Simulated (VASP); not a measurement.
Write the native input for VASP 6.6.1 that does the following.

- Task: relaxation of cell and atoms
- Functional: PBE
- Potentials or basis: VASP PAW PBE potentials, release 64 (In_d, P)
- Cutoff: 520 eV
- k mesh: 10 × 10 × 10
- Occupations: gaussian, width 0.02 eV
- Spin: no spin polarisation
- Further INCAR settings: ALGO = Normal; EDIFF = 1e-07; IBRION = 2; EDIFFG = -0.002; NSW = 80; ISIF = 3

The structure of InP lies in POSCAR:

```
InP                                     
1.0
    0.0000000000      2.9788988845      2.9788988845
    2.9788988845     -0.0000000000      2.9788988845
    2.9788988845      2.9788988845     -0.0000000000
  In              P             
     1     1
Direct
     0.0000000000000000    0.0000000000000000    0.0000000000000000
     0.2500000000000000    0.2500000000000000    0.2500000000000000
```

One way to write it, as run:

INCAR

```
SYSTEM = InP
PREC     = Accurate       ! precision mode
ENCUT    = 520            ! plane-wave cutoff, eV
EDIFF    = 1E-7           ! SCF threshold, eV
ISMEAR   = 0              ! smearing method
SIGMA    = 0.02           ! smearing width, eV
LREAL    = .False.        ! projectors in reciprocal space
LASPH    = .True.         ! aspherical terms in the spheres
NELM     = 80             ! most SCF steps
ALGO     = Normal         ! electronic algorithm
ISIF     = 3              ! what is computed and relaxed
LWAVE    = .False.        ! write WAVECAR
LCHARG   = .False.        ! write CHGCAR
GGA      = PE             ! functional
IBRION   = 2              ! ionic algorithm
NSW      = 80             ! ionic steps
EDIFFG   = -0.002         ! ionic threshold
KPAR     = 4
```

KPOINTS

```
regular mesh
0
Gamma
  10 10 10
  0 0 0
```

Potentials or basis: VASP PAW PBE potentials, release 64 (In_d, P).

Command:

```bash
$ cat potpaw_PBE.64/In_d/POTCAR potpaw_PBE.64/P/POTCAR > POTCAR
$ mpirun -np 4 vasp_std > vasp.out
```

Results of the run:

The pressure after relaxing is 0.0 GPa. The band gap on the k mesh is 0.44 eV, direct.

Caveat: the relaxation stopped at its first step, so nothing moved; spin-orbit coupling is left out, which moves the levels of the heavy elements.

Wall time 5 s on 4 MPI ranks on Intel(R) Xeon(R) 6975P-C (Granite Rapids), on a shared host, peak memory 0.18 GiB a rank.
